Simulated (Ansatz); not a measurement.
Space group P-3m1 (No. 164). a = 4.264 Å, b = 4.264 Å, c = 18.066 Å, α = 90.00°, β = 90.00°, γ = 120.00°
| atom | site | symmetry | x | y | z |
| --- | --- | --- | --- | --- | --- |
| Ge | 2c | 3m. | 0.0000 | 0.0000 | 0.3321 |
| Sb | 2d | 3m. | 0.3333 | 0.6667 | 0.1123 |
| Te | 1a | -3m. | 0.0000 | 0.0000 | 0.0000 |
| Te | 2d | 3m. | 0.3333 | 0.6667 | 0.7911 |
| Te | 2d | 3m. | 0.3333 | 0.6667 | 0.4104 |

Equation of state of this Ge₂Sb₂Te₅ structure (not necessarily the ground state), with shape and atoms relaxed at each volume where symmetry leaves them free. These are results of DFT PBE, scalar-relativistic, plane waves, PAW in Ansatz 0.2.0, not measurements.

Settings: cutoff 420 eV, Γ-centred mesh 12×12×2 on the computed 9-atom cell, Gaussian smearing of 0.10 eV; no spin polarisation.

```tsv
V (Å³/atom)	E − E(largest V) (meV/atom)	P (GPa)	gap on mesh (eV)
29.708	7.51	1.70	0.00
30.656	0.70	0.67	0.00
31.604	-1.14	0.00	0.00
32.552	-0.65	-0.15	0.00
33.500	0.00	-0.11	0.11
```

**Question.** Fit a third-order Birch–Murnaghan equation to E(V).

**Answer.** V0 = 31.73 Å³/atom, B0 = 11 GPa, B0' = 39.0. B0' is unusual or poorly fixed by this range.

Spin-orbit coupling is left out, which matters for the bands of heavy elements. The cell holds layers, and where no dispersion correction was added their binding is poorly described.